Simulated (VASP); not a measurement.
# As (Pm-3m) in VASP: further runs

Aim: see how the results for As move with the level of theory and the settings. Levels: PBE0+D3(BJ), vdW-DF2, r2SCAN. Tasks: electric field gradients, density of states, phonons.

Everything below comes from runs of VASP 6.6.1. Logs are shortened: lines on timing, memory, paths and dates and some standing lists are left out, and cuts for length are marked.

## Step 1: The crystal as given

Symmetry: Pm-3m, No. 221, cubic system. Conventional cell: a = 2.704 Å, b = 2.704 Å, c = 2.704 Å, α = 90.00°, β = 90.00°, γ = 90.00°. As (site symmetry m-3m) is surrounded by 6 As at 2.70 Å.

This isn't the form of As at room conditions, which is rhombohedral.

## Step 2: Electric field gradients, PBE0+D3(BJ) (cell strained at random at fixed volume)

POSCAR

```
As
1.0
    2.6586730000      0.0045220000     -0.0002140000
    0.0045220000      2.7119330000      0.0298090000
   -0.0002140000      0.0298090000      2.7414230000
As
1
Direct
    0.5000000000      0.5000000000      0.5000000000
```

INCAR.step1

```
  ALGO = Normal
  EDIFF = 1E-5
  ENCUT = 500
  GGA = PE
  ISIF = 2
  ISMEAR = -5
  LASPH = T
  LCHARG = F
  LREAL = F
  LWAVE = T
  NELM = 80
  PREC = Accurate
  SIGMA = 0.05
```

INCAR.step2

```
  AEXX = 0.25
  ALGO = Normal
  EDIFF = 1E-8
  ENCUT = 500
  GGA = PE
  ISIF = 2
  ISMEAR = -5
  ISTART = 1
  IVDW = 12
  LASPH = T
  LCHARG = F
  LEFG = T
  LHFCALC = T
  LREAL = F
  LWAVE = F
  NELM = 80
  PREC = Accurate
  PRECFOCK = Fast
  SIGMA = 0.05
```

KPOINTS

```
k-points
0
Gamma
  5 5 5
```

Potentials or basis: VASP PAW PBE potentials, release 64 (As).

The run is started by

```
$ cat potpaw_PBE.64/As/POTCAR > POTCAR
$ cp INCAR.step1 INCAR
$ mpirun -np 1 vasp_std > vasp.out
$ cp INCAR.step2 INCAR
$ mpirun -np 1 vasp_std > vasp.out
```

OUTCAR:

```text
AEXX = 0.25
   EDIFF = 1E-8
   ENCUT = 500
   GGA = PE
   ISIF = 2
   ISMEAR = -5
   ISTART = 1
   IVDW = 12
   LASPH = T
   LHFCALC = T
   LREAL = F
   NELM = 80
   PREC = Accurate
   PRECFOCK = Fast
 IVDW          = 12

 ion  position               nearest neighbor table
   1  0.500  0.500  0.500-

  LATTYP: Found a triclinic cell.
 ALAT       =     4.6546563066
 B/A-ratio  =     0.5889983895
 C/A-ratio  =     0.5711865021
 COS(alpha) =     0.0001400502
 COS(beta)  =     0.5732309353
 COS(gamma) =     0.5763398539

  Lattice vectors:

 A1 = (  -2.6634090000,  -2.6866460000,   2.7118280000)
 A2 = (  -0.0002140000,   0.0298090000,   2.7414230000)
 A3 = (  -2.6586730000,  -0.0045220000,   0.0002140000)

Analysis of symmetry for initial positions (statically):
=====================================================================
 Subroutine PRICEL returns:
 Original cell was already a primitive cell.

 Routine SETGRP: Setting up the symmetry group for a
 triclinic supercell.

 Subroutine GETGRP returns: Found  2 space group operations
 (whereof  2 operations were pure point group operations)
 out of a pool of  2 trial point group operations.

The static configuration has the point symmetry S_2 .

Analysis of symmetry for dynamics (positions and initial velocities):
=====================================================================
 Subroutine PRICEL returns:
 Original cell was already a primitive cell.

 Routine SETGRP: Setting up the symmetry group for a
 triclinic supercell.

 Subroutine GETGRP returns: Found  2 space group operations
 (whereof  2 operations were pure point group operations)
 out of a pool of  2 trial point group operations.

The dynamic configuration has the point symmetry S_2 .

 Subroutine INISYM returns: Found  2 space group operations
 (whereof  2 operations are pure point group operations),
 and found     1 'primitive' translations

----------------------------------------------------------------------------------------

                                     Primitive cell

  volume of cell :      19.7636

  direct lattice vectors                    reciprocal lattice vectors
     2.658673000  0.004522000 -0.000214000     0.376128559 -0.000627572  0.000036185
     0.004522000  2.711933000  0.029809000    -0.000627572  0.368785797 -0.004010060
    -0.000214000  0.029809000  2.741423000     0.000036185 -0.004010060  0.364817667

  length of vectors
     2.658676854  2.712100592  2.741585068     0.376129085  0.368808133  0.364839708

  position of ions in fractional coordinates (direct lattice)
     0.500000000  0.500000000  0.500000000

  ion indices of the primitive-cell ions
   primitive index   ion index
                 1           1

----------------------------------------------------------------------------------------

 KPOINTS: k-points

Automatic generation of k-mesh.
 Grid dimensions read from file:
 generate k-points for:    5    5    5

 Generating k-lattice:

  Cartesian coordinates                     Fractional coordinates (reciprocal lattice)
     0.075225712 -0.000125514  0.000007237     0.200000000  0.000000000 -0.000000000
    -0.000125514  0.073757159 -0.000802012     0.000000000  0.200000000  0.000000000
     0.000007237 -0.000802012  0.072963533     0.000000000  0.000000000  0.200000000

  Length of vectors
     0.075225817  0.073761627  0.072967942

  Shift w.r.t. Gamma in fractional coordinates (k-lattice)
     0.000000000  0.000000000  0.000000000

 TETIRR: Found    372 inequivalent tetrahedra from      750

 Subroutine IBZKPT returns following result:
 ===========================================

 Found     63 irreducible k-points:

 Following reciprocal coordinates:
            Coordinates               Weight
  0.000000  0.000000  0.000000      1.000000
  0.200000  0.000000 -0.000000      2.000000
  0.400000  0.000000 -0.000000      2.000000
  0.000000  0.200000  0.000000      2.000000
  0.200000  0.200000  0.000000      2.000000
  0.400000  0.200000  0.000000      2.000000
[... 16 lines left out ...]
 -0.200000  0.200000  0.200000      2.000000
  0.000000  0.400000  0.200000      2.000000
 [... further k-points ...]
   k-points           NKPTS =     63   k-points in BZ     NKDIM =    125   number of bands    NBANDS=      6
   number of dos      NEDOS =    301   number of ions     NIONS =      1
   total plane-waves  NPLWV =   8000
   dimension x,y,z NGX =    20 NGY =   20 NGZ =   20
   dimension x,y,z NGXF=    40 NGYF=   40 NGZF=   40
   ions per type =               1
   NGX,Y,Z   is equivalent  to a cutoff of  12.51, 12.26, 12.13 a.u.
   NGXF,Y,Z  is equivalent  to a cutoff of  25.01, 24.52, 24.26 a.u.
 SYSTEM =  unknown system
   PREC   = accura    normal or accurate (medium, high low for compatibility)
   ISTART =      1    job   : 0-new  1-cont  2-samecut
   ICHARG =      0    charge: 1-file 2-atom 10-const
   ISPIN  =      1    spin polarized calculation?
   LNONCOLLINEAR =      F non collinear calculations
   LSORBIT =      F    spin-orbit coupling
   LASPH  =      T    aspherical Exc in radial PAW
   ENCUT  =  500.0 eV  36.75 Ry    6.06 a.u.   4.85  4.94  5.00*2*pi/ulx,y,z
   NELM   =     80;   NELMIN=  2; NELMDL=  0     # of ELM steps
   EDIFF  = 0.1E-07   stopping-criterion for ELM
   LREAL  =      F    real-space projection
   EDIFFG = 0.1E-06   stopping-criterion for IOM
   NSW    =      0    number of steps for IOM
   IBRION =     -1    ionic relax: 0-MD 1-quasi-New 2-CG
   NFREE  =      0    steps in history (QN), initial steepest desc. (CG)
   ISIF   =      2    stress and relaxation
   ISYM   =      3    0-nonsym 1-usesym 2-fastsym
   POTIM  = 0.5000    time-step for ionic-motion
   TEBEG  =    0.0;   TEEND  =   0.0 temperature during run
   PSTRESS=    0.0 pullay stress
   NELECT =       5.0000    total number of electrons
   NUPDOWN=      -1.0000    fix difference up-down
   EMIN   =  10.00;   EMAX   =-10.00  energy-range for DOS
   EFERMI =   0.00;   METHOD = LEGACY
   ISMEAR =    -5;   SIGMA  =   0.05  broadening in eV -4-tet -1-fermi 0-gaus
   EFERMI_NEDOS =   21; number of points for ismear=-14 and -15
   IALGO  =     38    algorithm
   IMIX   =      1    mixing-type and parameters
     AMIX     =   0.40;   BMIX     =  1.00
     AMIX_MAG =   1.60;   BMIX_MAG =  1.00
  volume/ion in A,a.u.               =      19.76       133.37
  Fermi-wavevector in a.u.,A,eV,Ry     =   1.035403  1.956627 14.586241  1.072058
  Thomas-Fermi vector in A             =   2.169744
   LORBIT       =      0    0 simple, 1 ext, 2 COOP (PROOUT), +10 PAW based schemes
   GGA     = PE    functional components
   LHFCALC =     T    Hartree Fock is set to
   PRECFOCK=fast      Normal, Fast or Accurate (Low or Medium for compatibility)
   ENCUT4O =  -1.0   cutoff for four orbital integrals eV
   NKREDX  =     1    reduce k-point grid by
   NKREDY  =     1    reduce k-point grid by
   NKREDZ  =     1    reduce k-point grid by
   AEXX    =    0.2500 exact exchange contribution
   HFSCREEN=    0.0000 screening length (either q_TF or 0.3 A-1)
   HFSCREENC=   0.0000 screening length for correlation (either q_TF or 0.3 A-1)
   ENCUTFOCK=  -1.0 apply spherical cutoff to Coloumb kernel
   IVDW    =    12    specifies the selected vdW correction
   LEPSILON=     F    determine dielectric tensor
   LRPA    =     F    only Hartree local field effects (RPA)
 non-spin polarized calculation
 Fermi weights with tetrahedron method with Bloechl corrections
  energy-cutoff  :      500.00
  volume of cell :       19.76
 maximum number of plane-waves:       513
  NGX = 12; NGY = 12; NGZ = 12

 number of electron       5.0000000 magnetization

 Free energy of the ion-electron system (eV)
  ---------------------------------------------------
  ext. energy  EPLUGINS =         0.00000000
  ---------------------------------------------------
  free energy    TOTEN  =        -5.83882507 eV

  energy without entropy =       -5.83882507  energy(sigma->0) =       -5.83882507

 E-fermi :   6.1469     XC(G=0):  -8.2555

 val. band max:        5.4726722702   @ k =   0.2000   0.2000   0.2000
 cond. band min:       5.0208842843   @ k =   0.4000  -0.4000   0.4000
 fundamental gap:     -0.4517879860
 Fermi energy:         6.1469493053

 k-point     1 :       0.0000    0.0000    0.0000
  band No.  band energies     occupation
      1     -11.3892      2.00000
      2      10.4934     -0.50116
      3      10.7846     -0.00915
      4      11.5935      0.00000
      5      14.9246      0.00000
      6      15.3379      0.00000

 k-point     2 :       0.2000    0.0000   -0.0000
  band No.  band energies     occupation
      1     -10.5370      2.00000
      2       4.8600      1.91215
      3      11.0984     -0.05019
      4      11.5339      0.00000
      5      15.6970      0.00000
      6      17.1735      0.00000

 k-point     3 :       0.4000    0.0000   -0.0000
  band No.  band energies     occupation
      1      -8.2806      2.00000
      2      -1.2948      2.00000
      3      12.7771      0.00000
      4      13.2124      0.00000
      5      17.5790      0.00000
      6      19.5838      0.00000

 k-point     4 :       0.0000    0.2000    0.0000
  band No.  band energies     occupation
      1     -10.5949      2.00000
      2       4.3100      1.95727
      3      11.0728     -0.10807
      4      12.2896      0.00000
      5      15.7749      0.00000
      6      17.7275      0.00000

 k-point     5 :       0.2000    0.2000    0.0000
  band No.  band energies     occupation
      1      -9.7461      2.00000
      2       4.9308      1.93701
      3       6.3992      0.38911
      4      11.7684      0.00000
      5      16.9392      0.00000
      6      20.5734      0.00000
[... 136 lines left out ...]
 k-point    21 :       0.4000    0.2000    0.2000
  band No.  band energies     occupation
      1      -6.7327      2.00000
      2       0.1562      2.00000
      3       7.7623      0.50065
      4       9.2350     -0.02573
      5      15.9111      0.00000
      6      17.0335      0.00000

 k-point    22 :      -0.4000    0.2000    0.2000
  band No.  band energies     occupation
      1      -6.7215      2.00000
      2       0.1481      2.00000
      3       7.8242      0.30746
      4       9.2135     -0.00184
      5      15.9350      0.00000
      6      17.0666      0.00000

 k-point    23 :      -0.2000    0.2000    0.2000
  band No.  band energies     occupation
      1      -8.9997      2.00000
      2       5.4226      2.00000
      3       6.1880      0.45165
      4       7.6734      0.00000
      5      19.7994      0.00000
      6      21.4647      0.00000

 k-point    24 :       0.0000    0.4000    0.2000
  band No.  band energies     occupation
      1      -7.8146      2.00000
      2      -0.6042      2.00000
      3       7.2873      0.47194
      4      14.3525      0.00000
      5      15.1415      0.00000
      6      20.0893      0.00000

 [... further k-points ...]

------------------------ aborting loop because EDIFF is reached ----------------------------------------

 Edisp (eV)   -0.48958

 E8    (eV) :    -0.2513

  FORCE on cell =-STRESS in cart. coord.  units (eV):
  Direction    XX          YY          ZZ          XY          YZ          ZX
  --------------------------------------------------------------------------------------
  -------------------------------------------------------------------------------------
  Total      -1.46798    -0.91719    -0.38136    -0.06242    -0.23019    -0.05244
  in kB    -119.00459   -74.35385   -30.91591    -5.06044   -18.66062    -4.25082
  external pressure =      -74.76 kB  Pullay stress =        0.00 kB

 VOLUME and BASIS-vectors are now :
 -----------------------------------------------------------------------------
  energy-cutoff  :      500.00
  volume of cell :       19.76
      direct lattice vectors                 reciprocal lattice vectors
     2.658673000  0.004522000 -0.000214000     0.376128559 -0.000627572  0.000036185
     0.004522000  2.711933000  0.029809000    -0.000627572  0.368785797 -0.004010060
    -0.000214000  0.029809000  2.741423000     0.000036185 -0.004010060  0.364817667

 POSITION                                       TOTAL-FORCE (eV/Angst)
 -----------------------------------------------------------------------------------
      1.33149      1.37313      1.38551        -0.000000      0.000000      0.000000
 -----------------------------------------------------------------------------------
    total drift:                                0.000000      0.000000      0.000000

  FREE ENERGIE OF THE ION-ELECTRON SYSTEM (eV)
  ---------------------------------------------------
  free  energy   TOTEN  =        -6.3284068615 eV

  energy  without entropy=       -6.3284068615  energy(sigma->0) =       -6.32840686

 Electric field gradients (V/A^2)
---------------------------------------------------------------------
 ion       V_xx      V_yy      V_zz      V_xy      V_xz      V_yz
---------------------------------------------------------------------
   1      63.642    -3.062   -60.579    -5.792    -8.218    -1.189
---------------------------------------------------------------------

 Electric field gradients after diagonalization (V/A^2)
 (convention: |V_zz| > |V_xx| > |V_yy|)
----------------------------------------------------------------------
 ion       V_xx      V_yy      V_zz     asymmetry (V_yy - V_xx)/ V_zz
----------------------------------------------------------------------
   1     -61.163    -3.500    64.663       0.892
----------------------------------------------------------------------

           NMR quadrupolar parameters

 Cq : quadrupolar parameter    Cq=e*Q*V_zz/h
 eta: asymmetry parameters     (V_yy - V_xx)/ V_zz
 Q  : nuclear electric quadrupole moment in mb (millibarn)
----------------------------------------------------------------------
 ion       Cq(MHz)       eta       Q (mb)
----------------------------------------------------------------------
   1       0.156       0.892       1.000
----------------------------------------------------------------------
```

Wall time 94 s (1 thread of Intel Xeon 6975P-C (Granite Rapids), shared host); peak memory 0.14 GiB.

What came out:

```yaml
Free_energy: -6.3284 eV
Pressure: -7.5 GPa
Band_gap_on_the_k_mesh: none (metal or under the smearing width)
Dispersion_energy_per_atom: -0.490 eV
```

Levels at points of the mesh, in eV from the Fermi level:
```tsv
k point	band 1	band 2	band 3	band 4	band 5	band 6
(0.00, 0.00, 0.00)	-17.54	4.35	4.64	5.45	8.78	9.19
```

Electric field gradients, principal values (V/Å²):
```csv
atom,Vxx,Vyy,Vzz
1 As,-3.500,-61.163,64.663
```

Caveat: the k mesh is coarse (spacing up to 0.47 Å⁻¹), so the values aren't converged, least of all with exact exchange; the PAW data sets were made with another functional, which shifts forces and pressure a little; pairwise dispersion overbinds metals, which lowers pressure and volume; tetrahedron occupations give inexact forces and stress in metals.

## Step 3: Density of states, vdW-DF2

run.py

```python
from ase.calculators.vasp import Vasp
from ase.dft.dos import DOS
from ase.io import read

atoms = read('As.cif')
calc = Vasp(
    directory='calc',
    xc='vdw-df2',
    pp='PBE',
    setups='materialsproject',
    prec='Accurate',
    encut=520,
    ediff=1e-06,
    ismear=2,
    sigma=0.02,
    lreal=False,
    lasph=True,
    nelm=60,
    algo='Fast',
    isif=2,
    lwave=False,
    lcharg=False,
    lorbit=11,
    kpts=[2, 2, 2],
    gamma=False,
    nbands=8,
)
atoms.calc = calc

print('energy (eV):', atoms.get_potential_energy())
print('free energy (eV):', atoms.get_potential_energy(force_consistent=True))
print('forces (eV/A):')
print(atoms.get_forces())
print('stress (eV/A^3, Voigt):', atoms.get_stress())
print('Fermi level (eV):', calc.get_fermi_level())
dos = DOS(calc, width=0.2, window=(-10, 10), npts=301)
print('E - E_F (eV), DOS (1/eV)')
for e, g in zip(dos.get_energies(), dos.get_dos()):
    print(f'{e:8.3f} {g:10.4f}')
```

As.cif

```cif
data_As
_cell_length_a 2.70368174
_cell_length_b 2.70368174
_cell_length_c 2.70368174
_cell_angle_alpha 90.00000000
_cell_angle_beta 90.00000000
_cell_angle_gamma 90.00000000
_space_group_name_H-M_alt 'P1'
_space_group_name_Hall 'P 1'
_space_group_IT_number 1
loop_
_space_group_symop_operation_xyz
'x,y,z'
loop_
_atom_site_label
_atom_site_type_symbol
_atom_site_symmetry_multiplicity
_atom_site_Wyckoff_symbol
_atom_site_fract_x
_atom_site_fract_y
_atom_site_fract_z
_atom_site_occupancy
As1 As 1 a 0.5000000000 0.5000000000 0.5000000000 1
```

Potentials or basis: VASP PAW PBE potentials, release 64 (As).

The run is started by

```
$ python run.py
```

Wall time 7 s (1 thread of Intel Xeon 6975P-C (Granite Rapids), shared host); peak memory 0.22 GiB.

These settings aren't checked as converged (typed here: shifted = yes; ISMEAR = 2; SIGMA = 0.02; k = 2 × 2 × 2): the numbers below hold their error.

Results:

```yaml
Free_energy: 3.2886 eV
Pressure: 31.2 GPa
Valence_electrons_inside_the_program's_atomic_spheres: As 2.75
```

Caveat: the k mesh is coarse (spacing up to 1.16 Å⁻¹), so the values aren't converged; a pressure of tens of GPa on the cell as given is suspect, and the run, the potentials or the cell itself is likely at fault; the PAW data sets were made with another functional, which shifts forces and pressure a little.

[end of part 1 of 2]
